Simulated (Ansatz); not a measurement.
**Fe, single point**

The cell (2 atoms) is Fe as a measured crystal structure (space group Fm-3m, primitive cell doubled). Source: COD entry 9012713; it may be a high-temperature, high-pressure or metastable form.

Level of theory: Ansatz development build ahead of 0.2.0, DFT, PBE, PAW, plane waves, scalar-relativistic.

Input:

```yaml
crystal:
  lattice:
    - [-1.8395, -1.8395, -3.679]
    - [1.8395, -1.8395, 0.0]
    - [-1.8395, -1.8395, 0.0]
  atoms:
    - { symbol: Fe, position: [0.0, 0.0, 0.0], spin: 4.0 }
    - { symbol: Fe, position: [0.5, 0.5, 0.0], spin: 4.0 }
  symmetry: { detect: false, time_reversal: true }
magnetization:
  spin_polarized: true
hamiltonian:
  xc: pbe
  pseudopotentials: { kind: paw }
basis:
  ecutwfc: 420
kpoints:
  mp_grid: { grid: [8, 11, 13] }
scf:
  occupations: { method: fermi_dirac, width: 0.1 }
  lower_state_search: "off"
output:
  forces: true
  stress: true
```

What the program printed (shortened):

```
Pseudopotentials: kind: paw
Pseudopotential: Fe, paw, valence charge 16, recommended cutoff 420 eV (normal), Fe.paw.azcp
Functional definition: PBE
Crystal: 2 atoms, lattice volume = 24.898 Å³
Basis set: ecut = 420 eV, 489 PW (Γ), exchange–correlation on 64×36×36 points (8 copies of the dense FFT grid, shifted against one another)
Bands: 24, of which v1, the nominal top of the filled ones, is band 16 counted from 1 (15 counted from 0)
Symmetry: 1 space group operations
k-points: 573 of 1144 (time reversal used)
Non-local potential: Fe, projectors of the file, l = 0: 3, l = 1: 2, l = 2: 3, l = 3: 1
Initial density: superposition of atomic densities (chi_scale 0.1, normalization cell)
Starting moments: Σ|m| = 8 μB on 2 of 2 sites
Initial wavefunctions: pseudopotential atomic-orbital guess
Functional: x = pbe(κ = 0.804, μ = 0.2195149727645171), c = pbe(β = 0.06672455060314922)
iter 1 solved again at ethr=1.08e-3 eV; its pass at ethr=3.10e-3 eV (dr2=3.47e-1 eV) is discarded
SCF iter   1: F=—  HF=-8960.200317 eV  |F-HF|=—  |Δ(HF+E_count)|=         —  Δρ=9.80e-2 (↑9.80e-2 ↓6.38e-2)  dr2=3.47e-1  dr2_m=1.43e0  M=5.787 μB ∫|m|=5.890 μB  β_m=0.30  ethr=1.08e-3  ⟨swp⟩=1.0  Hψ=134514  notcnv=0
Mixer restart at iter 1: flushing history
preconditioner: auto → none  [metal: Δε(μ)=0.004 eV  Ē_g=9.782 eV  σ=0.100 eV  W_gap=0.01  n_scr=6 (ndim 8)  ℏωp=29.8 eV  f_vac=0.000  D(μ)=2.08/eV (n_scr^D=28)  sad-step TF]
spin-set hold released at iteration 1 (the charge has settled, or the pull on large starting moments outlasts its swing): the magnetisation degrees of freedom join the quasi-Newton model from the next iteration; the mixer history was flushed
SCF iter   2: F=—  HF=-8960.384610 eV  |F-HF|=—  |Δ(HF+E_count)|=   1.84e-1  Δρ=6.88e-2 (↑6.88e-2 ↓5.26e-2)  dr2=9.51e-2  dr2_m=8.20e-1  M=5.654 μB ∫|m|=5.791 μB  β_m=0.65  ethr=1.08e-3  ⟨swp⟩=2.0  Hψ=35488  notcnv=0
SCF iter   3: F=—  HF=-8960.779912 eV  |F-HF|=—  |Δ(HF+E_count)|=   3.95e-1  Δρ=3.98e-2 (↑3.98e-2 ↓1.37e-2)  dr2=4.46e-1  dr2_m=4.51e-2  M=5.247 μB ∫|m|=5.478 μB  β_m=0.49  ethr=2.97e-4  ⟨swp⟩=2.4  Hψ=56856  notcnv=0  defer=93
SCF iter   4: F=—  HF=-8960.668608 eV  |F-HF|=—  |Δ(HF+E_count)|=   1.11e-1  Δρ=4.94e-3 (↑3.31e-3 ↓4.94e-3)  dr2=7.92e-3  dr2_m=4.35e-4  M=5.212 μB ∫|m|=5.463 μB  β_m=0.75  ethr=2.97e-4  ⟨swp⟩=2.1  Hψ=59884  notcnv=0  defer=762
[... 1 iterations left out ...]
SCF iter   6: F=—  HF=-8960.672676 eV  |F-HF|=—  |Δ(HF+E_count)|=   7.85e-5  Δρ=1.99e-3 (↑8.16e-4 ↓1.99e-3)  dr2=2.07e-3  dr2_m=9.97e-5  M=5.214 μB ∫|m|=5.450 μB  β_m=0.66  ethr=1.08e-5  ⟨swp⟩=2.0  Hψ=33768  notcnv=0  defer=764
SCF iter   7: F=—  HF=-8960.672735 eV  |F-HF|=—  |Δ(HF+E_count)|=   5.89e-5  Δρ=2.51e-3 (↑9.36e-4 ↓2.51e-3)  dr2=3.24e-3  dr2_m=1.60e-4  M=5.214 μB ∫|m|=5.450 μB  β_m=0.43  ethr=6.47e-6  ⟨swp⟩=1.1  Hψ=26633  notcnv=0  defer=764
SCF iter   8: F=—  HF=-8960.672585 eV  |F-HF|=—  |Δ(HF+E_count)|=   1.50e-4  Δρ=9.77e-4 (↑3.97e-4 ↓9.77e-4)  dr2=4.98e-4  dr2_m=2.46e-5  M=5.214 μB ∫|m|=5.450 μB  β_m=0.71  ethr=6.47e-6  ⟨swp⟩=1.0  Hψ=26538  notcnv=0  defer=764
SCF iter   9: F=—  HF=-8960.672559 eV  |F-HF|=—  |Δ(HF+E_count)|=   2.61e-5  Δρ=1.56e-4 (↑6.84e-5 ↓1.56e-4)  dr2=1.26e-5  dr2_m=7.91e-7  M=5.214 μB ∫|m|=5.450 μB  β_m=0.85  ethr=1.56e-6  ⟨swp⟩=1.0  Hψ=26538  notcnv=0  defer=764
SCF iter  10: F=—  HF=-8960.672555 eV  |F-HF|=—  |Δ(HF+E_count)|=   3.42e-6  Δρ=2.35e-5 (↑7.06e-6 ↓2.35e-5)  dr2=2.32e-7  dr2_m=2.37e-8  M=5.214 μB ∫|m|=5.449 μB  β_m=0.92  ethr=3.93e-8  ⟨swp⟩=1.0  Hψ=26575  notcnv=0  defer=764
SCF iter  11: F=—  HF=-8960.672555 eV  |F-HF|=—  |Δ(HF+E_count)|=   1.71e-8  Δρ=1.51e-5 (↑3.79e-6 ↓1.51e-5)  dr2=1.03e-7  dr2_m=7.50e-9  M=5.214 μB ∫|m|=5.449 μB  β_m=0.93  ethr=3.13e-10  ⟨swp⟩=3.4  Hψ=73352  notcnv=0
SCF iter  12: F=-8960.672555 eV  HF=-8960.672555 eV  |F-HF|=9.71e-9  |Δ(HF+E_count)|=   5.18e-9  Δρ=4.65e-6 (↑1.65e-6 ↓4.65e-6)  dr2=9.87e-9  dr2_m=5.51e-10  M=5.214 μB ∫|m|=5.449 μB  ethr=3.13e-10  ⟨swp⟩=2.6  Hψ=55568  notcnv=0
SCF 1 converged in 12 iterations: F = -8960.672555 eV  dr2 = 9.87e-9
  greatest PAW one-centre occupation: 1.002 electrons in one spin orbital (limit 2), on the Fe atom at site 1 (counted from 0), in its partial waves of l = 1
SCF converged after 12 iterations
Magnetization: 5.2140 μB (18.6070 up, 13.3930 down)
Absolute magnetization: 5.4493 μB (∫|ρ↑−ρ↓|, with the PAW one-centre terms)
Spin contamination: 0.0968 ħ² per cell (⟨S²⟩ above its minimum at these occupations)
Per-site moments (μB) at R_I (Å): [(2.6561, 1.0730), (2.6561, 1.0730)]
Free energy (F): -8960.672555 eV
Harris-Foulkes:  -8960.672555 eV  (|F-HF|=9.71e-9)
Internal energy: -8960.595743 eV  (E = F + TS)
E sigma→0 (E₀):  -8960.634149 eV
Entropy (-TS):   -0.076812 eV (-38.406 meV/atom)
Fermi energy:    16.805805 eV
--- Per-component energies (eV) ---
  E_band       = -479.513194
  E_kinetic    = 695.235534
  E_local      = -4355.586761  (includes V_loc(G=0)·N_el)
  E_nonlocal   = 441.867429
  E_hartree    = 1820.547547
  E_xc         = -233.669999
  E_vxc        = -300.744433  (∫ρ·V_xc dr)
  E_paw        = -2735.020284  (= ΣΔE_a)
  E_vpaw       = -601.382708  (= ΣTr[D̂ρ^β])
  E_aug_tail   = 0.001827  (compensation charges beyond the density's cutoff)
  E_ewald      = -4593.971035
  E_smearing   = -0.076812  (= −TS)
  E_closure    = 0.000000  (closes the sum)
  Σ components = -8960.672555   (vs F -8960.672555, Δ=0.00e0)
--- Forces (eV/Å), atoms counted from 1 ---
  atom   1  Fe    -0.00000000     0.00000001     0.00000042
  atom   2  Fe    -0.00000001    -0.00000000    -0.00000042
  max |Σ_I F_I| component: 1.67e-8 eV/Å
--- Stress (GPa, compression-positive) ---
       -5.521868       0.122528       0.001669
        0.122528      -5.521868       0.001669
        0.001670       0.001670      -5.460806
  P = ⅓ Tr σ = -5.5015 GPa (-55.015 kbar)
```

Among 12 converged runs of this cell from various starts and settings, this end is the lowest found.

The mesh has less symmetry than the lattice, which lowers the symmetry of the run.

The run took 19 s on 2 threads of Intel(R) Xeon(R) 6975P-C (shared host), peak memory 0.85 GiB.
